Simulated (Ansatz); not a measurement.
PbSe (Clausthalite):

```
Pb Se
1.0
     0.00000    3.06065    3.06065
     3.06065    0.00000    3.06065
     3.06065    3.06065    0.00000
Pb Se
1 1
Direct
  0.00000 0.00000 0.00000
  0.50000 0.50000 0.50000
```

Base run:

```yaml
Program: Ansatz 0.2.0
Functional: PBEsol
Potentials_or_basis: Ansatz PAW
Cutoff: "420 eV (not typed: the program's choice for these potentials)"
k_mesh: 6 × 6 × 6
Occupations: fermi-dirac, width 0.05 eV
Spin: spin-orbit coupling, no magnetisation
```

Its results: band gap on the k mesh 0.27 eV, direct; pressure -1.1 GPa.

Question: After a change of settings the same cell gave: band gap on the k mesh 0.30 eV, direct; pressure -2.7 GPa. Which change was it?
A. functional from PBEsol to LDA
B. functional from PBEsol to PBE; occupations from fermi-dirac, width 0.05 eV to tetrahedron
C. functional from PBEsol to PBE
D. k mesh from 6 × 6 × 6 to 8 × 8 × 8; spin from spin-orbit coupling, no magnetisation to no spin polarisation; potential files from those of the base run to others of the same set

Answer: A.

LDA binds more tightly than PBEsol, so the same cell stands under less pressure.

Caveats: the PAW data sets come from PBE, with cores solved anew for the run's functional, which leaves a small shift of forces and pressure.
